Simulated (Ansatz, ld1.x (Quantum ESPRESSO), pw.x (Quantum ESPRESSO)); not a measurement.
Equation-of-state test of one RRKJ potential (Hg)

```json
{"Element": "Hg", "Generator": "ld1.x (Quantum ESPRESSO) 7.5", "Type": "norm-conserving RRKJ (Kleinman–Bylander form)", "Functional": "PBE", "Relativity": "scalar-relativistic", "Frozen core": "[Xe] 4f14", "Valence charge": "12", "Reference configuration": "5d10 6s2 6p0", "Partial waves": "6p (bound, empty): rc 3.45 bohr; 5d (bound): rc 2.05 bohr; 6s (bound): rc 2.20 bohr", "Local potential": "the s channel", "Core correction": "a·sin(br)/r model core inside 1.05 bohr", "rho0": "0.02"}
```

Atomic tests: cutoffs needed: 40 Ry and 45 Ry (the cutoffs (Ry, on a coarse ladder) from which the occupation-weighted sum of valence levels, in a spherical-Bessel basis at the reference potential, stays within 10 and 1 mRy of its value at 400 Ry); ghost test: no extra level below or beside the all-electron valence levels (p, d, s, f tested) (spherical-Bessel basis up to 400 Ry, 20 bohr box); largest excitation error: -546 meV (all-electron minus pseudo) for 5d8 6s0 6p0, out of 7 test configurations.

Crystal test: fcc Hg in pw.x 7.5, no spin, 11³ k-points, Fermi–Dirac smearing 0.01 Ry, cutoffs 55/220 Ry. The reference is all-electron LAPW (Ansatz 0.2.0) with the same functional, mesh and smearing; V0 and B0 come from Birch–Murnaghan fits to the pressures at five volumes. Errors are pseudo minus all-electron; Δ is the rms difference of the E(V) curves that follow from these fits, minima aligned, over ±6 % about the mean V0. Mesh and smearing are coarse, so the numbers serve the comparison and aren't converged zero-temperature values; the lattice is a test structure that the element need not adopt.

```
V (Å³/atom)  P all-electron (GPa)  P pseudo (GPa)
     29.353                  0.22            1.29
     30.126                  0.11            1.08
     30.898                  0.02            1.07
     31.670                 -0.07            0.89
     32.443                 -0.16            0.77
```

All-electron: a0 = 4.988 Å (V0 = 31.03 Å³/atom), B0 = 3.7 GPa.

Pseudopotential: mean pressure error (GPa): +1.00. The pressure does not cross zero within the volumes sampled, so no fit is given. This is a poor potential for the solid.

**Question.** At the middle volume, how do free energy and pressure move when the wave cutoff is lowered (ecutrho kept at four times it)?

**Answer.**

```csv
cutoff (Ry),shift of F (meV/atom),shift of P (GPa)
25,+8782.3,-206.67
33,+581.9,-30.28
44,+54.1,-0.02
```

Input at the middle volume:

```
&control
  calculation='scf', prefix='x', pseudo_dir='./', outdir='./tmp', tstress=.true., disk_io='none'
/
&system
  ibrav=0, nat=1, ntyp=1, ecutwfc=55, ecutrho=220, nbnd=14,
  occupations='smearing', smearing='fd', degauss=0.01
/
&electrons
  conv_thr=1e-09, mixing_beta=0.4, electron_maxstep=70
/
ATOMIC_SPECIES
Hg 1.0 Hg.UPF
CELL_PARAMETERS angstrom
  0.00000000 2.49057787 2.49057787
  2.49057787 0.00000000 2.49057787
  2.49057787 2.49057787 0.00000000
ATOMIC_POSITIONS crystal
Hg 0.0000 0.0000 0.0000
K_POINTS automatic
11 11 11 0 0 0
```

```bash
pw.x < Hg.scf.in > Hg.scf.out
```

Lines of the output:

```
Message from routine setup:
     using ibrav=0 with symmetry is DISCOURAGED, use correct ibrav instead
     lattice parameter (alat)  =       6.6560  a.u.
     unit-cell volume          =     208.5100 (a.u.)^3
     number of electrons       =        12.00
     number of Kohn-Sham states=           14
     kinetic-energy cutoff     =      55.0000  Ry
     charge density cutoff     =     220.0000  Ry
     scf convergence threshold =      1.0E-09
     Exchange-correlation= PBE
     number of k points=    56  Fermi-Dirac smearing, width (Ry)=  0.0100
     iteration #  1     ecut=    55.00 Ry     beta= 0.40
     total energy              =    -105.10334569 Ry
     estimated scf accuracy    <       0.00271071 Ry
     iteration #  2     ecut=    55.00 Ry     beta= 0.40
     total energy              =    -105.10367307 Ry
     estimated scf accuracy    <       0.00020545 Ry
     iteration #  3     ecut=    55.00 Ry     beta= 0.40
     total energy              =    -105.10370480 Ry
     estimated scf accuracy    <       0.00003176 Ry
     iteration #  4     ecut=    55.00 Ry     beta= 0.40
     total energy              =    -105.10370665 Ry
     estimated scf accuracy    <       0.00000016 Ry
     iteration #  5     ecut=    55.00 Ry     beta= 0.40
     total energy              =    -105.10370669 Ry
     estimated scf accuracy    <       0.00000001 Ry
     iteration #  6     ecut=    55.00 Ry     beta= 0.40
     the Fermi energy is     7.5670 ev
!    total energy              =    -105.10370669 Ry
     estimated scf accuracy    <          9.5E-10 Ry
     smearing contrib. (-TS)   =      -0.00073027 Ry
     The total energy is F=E-TS. E is the sum of the following terms:
     one-electron contribution =     -14.15711351 Ry
     hartree contribution      =      17.46108376 Ry
     xc contribution           =     -38.26791263 Ry
     ewald contribution        =     -70.13903404 Ry
     convergence has been achieved in   6 iterations
          total   stress  (Ry/bohr**3)                   (kbar)     P=       10.69
     Message from routine punch:
     Nothing written, as per user request (disk_io='none')
```

The run at the middle volume (56 k-points, 6 iterations) took about 7.1 s on one core of a shared host (Neoverse-V2, 96 threads, 742 GiB, load 42).
